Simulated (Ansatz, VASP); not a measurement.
Given: the input of a run of Ansatz 0.2.0 on TiAl.

Contents of input.yaml:

```yaml
crystal:
  lattice:
    - [3.179064, 0.0, 0.0]
    - [0.0, 3.179064, 0.0]
    - [0.0, 0.0, 3.179064]
  atoms:
    - { symbol: Ti, position: [0.0, 0.0, 0.0] }
    - { symbol: Al, position: [0.5, 0.5, 0.5] }
kpoints:
  mp_grid: { grid: [8, 8, 8] }
scf:
  occupations: { method: fermi_dirac, width: 0.05 }
hamiltonian:
  xc: lda
  pseudopotentials: { kind: all_electron, lapw: { basis_error: 0.001 } }
output:
  forces: true
  stress: true
  eigenvalues: true
```

Potentials or basis: all-electron LAPW, scalar-relativistic.

Run with:

```bash
$ ansatz run input.yaml --threads 1 --pin off --max-ram 3072MiB --backend cpu --events-out ev --progress --plain --runs-dir out
```

**Question.** Translate it to VASP 6.6.1. Potentials there: VASP PAW LDA potentials, release 64 (Ti_sv, Al).

**Answer.** As run (the cutoff follows the program's own potentials):

Contents of INCAR:

```
SYSTEM = TiAl
PREC = Accurate ; ENCUT = 520
EDIFF = 1E-7 ; ISMEAR = -1
SIGMA = 0.05 ; LREAL = .FALSE.
LASPH = .TRUE. ; NELM = 100
ALGO = Normal ; ISIF = 2
LWAVE = .FALSE. ; LCHARG = .TRUE.
GGA = CA ; LELF = .TRUE.
LVHAR = .TRUE. ; NBANDS = 14
```

The input KPOINTS:

```
Automatic mesh
0
G
  8 8 8
  0 0 0
```

Contents of POSCAR:

```
TiAl
1.0
    3.1790640000      0.0000000000      0.0000000000
    0.0000000000      3.1790640000      0.0000000000
    0.0000000000      0.0000000000      3.1790640000
Ti Al
1 1
Direct
    0.0000000000      0.0000000000      0.0000000000
    0.5000000000      0.5000000000      0.5000000000
```

Potentials or basis: VASP PAW LDA potentials, release 64 (Ti_sv, Al).

Launch:

```bash
$ cat potpaw_LDA.64/Ti_sv/POTCAR potpaw_LDA.64/Al/POTCAR > POTCAR
$ mpirun -np 1 vasp_std > vasp.out
```

Both were run:

|  | VASP | Ansatz | Ansatz less VASP |
| --- | --- | --- | --- |
| gap on the k mesh at the Fermi level (eV) | none | none | - |
| pressure (GPa) | -5.7 | -5.8 | -0.17 |

A gap of «none» marks a metal or a gap that the smearing closes. Ansatz ran all-electron here, so the differences hold the error of VASP's frozen core and of both bases.
